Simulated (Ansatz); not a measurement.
All-electron LAPW in Ansatz 0.2.0 under PBE, scalar-relativistic, energies extrapolated to zero smearing. Slabs are 1×1 cells cut from bulk crystals relaxed on PAW files, with atoms then relaxed, 16 to 20 Å of vacuum, a dipole correction, k spacings of 0.16 to 0.26 Å⁻¹ and smearing of 0.02 to 0.1 eV, without spin–orbit coupling or spin polarisation. The bulk type named needn't be the stable one, and no reconstruction is allowed.

Problem. Order these slabs by work function, lowest first.
A. fcc Bi (110), 4 layers
B. fcc Cu (110), 4 layers
C. hcp Be (0001), 5 layers
D. bcc Ta (110), 6 layers
E. fcc Cu (110), 5 layers

Solution. A (3.62 eV), E (4.37 eV), B (4.43 eV), D (4.72 eV), C (5.37 eV).
